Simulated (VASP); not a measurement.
# CdI2 (P-3m1) in VASP: settings compared, part 2 of 2

VASP 6.6.1.

**8. Equation of state, PBE**

Potentials or basis: VASP PAW PBE potentials, release 64 (I, Cd).

No new run: the results of the series are fitted here.

Results:

```
Equilibrium volume                        : 37.85 Å³/atom (rough: see the caveat)
Bulk modulus at fixed shape and positions : 29 GPa (rough)
```

Energy against volume, from the lowest point:
```csv
volume (Å³/atom),energy (meV/atom)
33.523,56.44
34.237,37.75
34.950,23.33
35.663,12.73
36.377,5.55
37.090,1.41
37.803,0.00
```

Caveat: the minimum lies outside the volumes run; the cell was scaled at fixed shape and fractional positions, which overstates the stiffness of a crystal with free parameters, most of all of layers and chains; this functional lacks dispersion, which binds the layers, so the pressure and a relaxed spacing across them are unreliable. The run has no spin-orbit coupling, so splittings on I are missing.

**9. Equation of state, PBEsol, 33.52 Å³/atom (volume scaled by 0.94)**

INCAR reads:

```
ALGO     = Normal         # electronic algorithm
EDIFF    = 1E-7           # SCF threshold, eV
ENCUT    = 520            # plane-wave cutoff, eV
GGA      = PS             # functional
ISIF     = 2              # what is computed and relaxed
ISMEAR   = -1             # smearing method
LASPH    = True           # aspherical terms in the spheres
LCHARG   = False          # write CHGCAR
LREAL    = False          # projectors in reciprocal space
LWAVE    = False          # write WAVECAR
NBANDS   = 20             # bands
NELM     = 100            # most SCF steps
PREC     = Accurate       # precision mode
SIGMA    = 0.05           # smearing width, eV
```

KPOINTS reads:

```
k-points
0
Gamma
  7 7 4
```

POSCAR reads:

```
CdI2
1.0
    4.1573634454      0.0000000000      0.0000000000
   -2.0786817227      3.6003823565      0.0000000000
    0.0000000000      0.0000000000      6.7189811197
I Cd
2 1
Direct
    0.6666666667      0.3333333333      0.7508000000
    0.3333333333      0.6666666667      0.2492000000
    0.0000000000      0.0000000000      0.0000000000
```

Potentials or basis: VASP PAW PBE potentials, release 64 (I, Cd).

Launch:

```console
> cat potpaw_PBE.64/I/POTCAR potpaw_PBE.64/Cd/POTCAR > POTCAR
> mpirun -np 1 vasp_std > vasp.out
```

Wall time 32 s (1 thread of Intel Xeon Platinum 8559C (Emerald Rapids), shared host); peak memory 0.23 GiB.

Results (log left out):

```
Free energy            : -6.3390 eV
Pressure               : 2.2 GPa
Largest force          : 0.308 eV/Å
Band gap on the k mesh : 2.37 eV, indirect (least direct gap 2.70 eV)
```

Caveat: the PAW data sets were made with another functional, which shifts forces and pressure a little; spin-orbit coupling is left out, which moves the levels of the heavy elements; an odd mesh through Γ misses points on the zone boundary, where band edges often lie; this functional lacks dispersion, which binds the layers, so the pressure and a relaxed spacing across them are unreliable.

**10. Equation of state, PBEsol, 34.24 Å³/atom (volume scaled by 0.96)**

INCAR is that of step 9.

KPOINTS is that of step 9.

POSCAR reads:

```
CdI2
1.0
    4.1866416174      0.0000000000      0.0000000000
   -2.0933208087      3.6257379972      0.0000000000
    0.0000000000      0.0000000000      6.7662994471
I Cd
2 1
Direct
    0.6666666667      0.3333333333      0.7508000000
    0.3333333333      0.6666666667      0.2492000000
    0.0000000000      0.0000000000      0.0000000000
```

Launch:

```console
> cat potpaw_PBE.64/I/POTCAR potpaw_PBE.64/Cd/POTCAR > POTCAR
> mpirun -np 1 vasp_std > vasp.out
```

Run time: 32 s. Hardware: 1 thread of Intel Xeon Platinum 8559C (Emerald Rapids), shared host; peak memory 0.24 GiB.

Results (log left out):

```yaml
Free_energy: -6.3619 eV
Pressure: 1.3 GPa
Largest_force: 0.170 eV/Å
Band_gap_on_the_k_mesh: 2.36 eV, indirect (least direct gap 2.65 eV)
```

Caveat: the PAW data sets were made with another functional, which shifts forces and pressure a little; spin-orbit coupling is left out, which moves the levels of the heavy elements; an odd mesh through Γ misses points on the zone boundary, where band edges often lie; this functional lacks dispersion, which binds the layers, so the pressure and a relaxed spacing across them are unreliable.

**11. Equation of state, PBEsol, 34.95 Å³/atom (volume scaled by 0.98)**

INCAR is that of step 10.

KPOINTS is that of step 10.

POSCAR reads:

```
CdI2
1.0
    4.2155159203      0.0000000000      0.0000000000
   -2.1077579601      3.6507438771      0.0000000000
    0.0000000000      0.0000000000      6.8129650559
I Cd
2 1
Direct
    0.6666666667      0.3333333333      0.7508000000
    0.3333333333      0.6666666667      0.2492000000
    0.0000000000      0.0000000000      0.0000000000
```

Launch:

```console
> cat potpaw_PBE.64/I/POTCAR potpaw_PBE.64/Cd/POTCAR > POTCAR
> mpirun -np 1 vasp_std > vasp.out
```

Wall time 35 s (1 thread of Intel Xeon Platinum 8559C (Emerald Rapids), shared host); peak memory 0.25 GiB.

Results (log left out):

```yaml
Free_energy: -6.3733 eV
Pressure: 0.5 GPa
Largest_force: 0.045 eV/Å
Band_gap_on_the_k_mesh: 2.35 eV, indirect (least direct gap 2.57 eV)
```

Caveat: the PAW data sets were made with another functional, which shifts forces and pressure a little; spin-orbit coupling is left out, which moves the levels of the heavy elements; an odd mesh through Γ misses points on the zone boundary, where band edges often lie; this functional lacks dispersion, which binds the layers, so the pressure and a relaxed spacing across them are unreliable.

**12. Equation of state, PBEsol, 36.38 Å³/atom (volume scaled by 1.02)**

INCAR is that of step 11.

KPOINTS is that of step 11.

POSCAR reads:

```
CdI2
1.0
    4.2721067794      0.0000000000      0.0000000000
   -2.1360533897      3.6997529987      0.0000000000
    0.0000000000      0.0000000000      6.9044251649
I Cd
2 1
Direct
    0.6666666667      0.3333333333      0.7508000000
    0.3333333333      0.6666666667      0.2492000000
    0.0000000000      0.0000000000      0.0000000000
```

Potentials or basis: VASP PAW PBE potentials, release 64 (I, Cd).

Launch:

```console
> cat potpaw_PBE.64/I/POTCAR potpaw_PBE.64/Cd/POTCAR > POTCAR
> mpirun -np 1 vasp_std > vasp.out
```

It took 36 s on 1 thread of Intel Xeon Platinum 8559C (Emerald Rapids), shared host; peak memory 0.25 GiB.

It converged, with:

```yaml
Free_energy: -6.3669 eV
Pressure: -0.9 GPa
Largest_force: 0.176 eV/Å
Band_gap_on_the_k_mesh: 2.30 eV, indirect (least direct gap 2.42 eV)
```

Caveat: the PAW data sets were made with another functional, which shifts forces and pressure a little; spin-orbit coupling is left out, which moves the levels of the heavy elements; an odd mesh through Γ misses points on the zone boundary, where band edges often lie; this functional lacks dispersion, which binds the layers, so the pressure and a relaxed spacing across them are unreliable.

**13. Equation of state, PBEsol, 37.09 Å³/atom (volume scaled by 1.04)**

INCAR is that of step 12.

KPOINTS is that of step 12.

POSCAR reads:

```
CdI2
1.0
    4.2998485098      0.0000000000      0.0000000000
   -2.1499242549      3.7237780420      0.0000000000
    0.0000000000      0.0000000000      6.9492603508
I Cd
2 1
Direct
    0.6666666667      0.3333333333      0.7508000000
    0.3333333333      0.6666666667      0.2492000000
    0.0000000000      0.0000000000      0.0000000000
```

Launch:

```console
> cat potpaw_PBE.64/I/POTCAR potpaw_PBE.64/Cd/POTCAR > POTCAR
> mpirun -np 1 vasp_std > vasp.out
```

Wall time 34 s (1 thread of Intel Xeon Platinum 8559C (Emerald Rapids), shared host); peak memory 0.25 GiB.

It converged, with:

- Free energy: -6.3512 eV
- Pressure: -1.5 GPa
- Largest force: 0.272 eV/Å
- Band gap on the k mesh: 2.24 eV, indirect (least direct gap 2.36 eV)

Caveat: the PAW data sets were made with another functional, which shifts forces and pressure a little; spin-orbit coupling is left out, which moves the levels of the heavy elements; an odd mesh through Γ misses points on the zone boundary, where band edges often lie; this functional lacks dispersion, which binds the layers, so the pressure and a relaxed spacing across them are unreliable.

**14. Equation of state, PBEsol, 37.80 Å³/atom (volume scaled by 1.06)**

INCAR is that of step 13.

KPOINTS is that of step 13.

POSCAR reads:

```
CdI2
1.0
    4.3272368184      0.0000000000      0.0000000000
   -2.1636184092      3.7474970129      0.0000000000
    0.0000000000      0.0000000000      6.9935243490
I Cd
2 1
Direct
    0.6666666667      0.3333333333      0.7508000000
    0.3333333333      0.6666666667      0.2492000000
    0.0000000000      0.0000000000      0.0000000000
```

Launch:

```console
> cat potpaw_PBE.64/I/POTCAR potpaw_PBE.64/Cd/POTCAR > POTCAR
> mpirun -np 1 vasp_std > vasp.out
```

Wall time 34 s (1 thread of Intel Xeon Platinum 8559C (Emerald Rapids), shared host); peak memory 0.25 GiB.

Results (log left out):

* Free energy: -6.3285 eV
* Pressure: -1.9 GPa
* Largest force: 0.361 eV/Å
* Band gap on the k mesh: 2.18 eV, indirect (least direct gap 2.29 eV)

Caveat: the PAW data sets were made with another functional, which shifts forces and pressure a little; spin-orbit coupling is left out, which moves the levels of the heavy elements; an odd mesh through Γ misses points on the zone boundary, where band edges often lie; this functional lacks dispersion, which binds the layers, so the pressure and a relaxed spacing across them are unreliable.

**15. Equation of state, PBEsol**

Potentials or basis: VASP PAW PBE potentials, release 64 (I, Cd).

This step only gathers the single runs of the series.

What came out:

| Quantity | Value |
| --- | --- |
| Equilibrium volume | 35.40 Å³/atom |
| Bulk modulus at fixed shape and positions | 35 GPa |
| Pressure derivative of the bulk modulus | 5.0 |

Energy against volume, from the lowest point:
```
volume (Å³/atom)  energy (meV/atom)
          33.523              11.87
          34.237               4.25
          34.950               0.43
          35.663               0.00
          36.377               2.57
          37.090               7.78
          37.803              15.35
```

Caveat: the cell was scaled at fixed shape and fractional positions, which overstates the stiffness of a crystal with free parameters, most of all of layers and chains; the PAW data sets were made with another functional, which shifts forces and pressure a little; this functional lacks dispersion, which binds the layers, so the pressure and a relaxed spacing across them are unreliable.
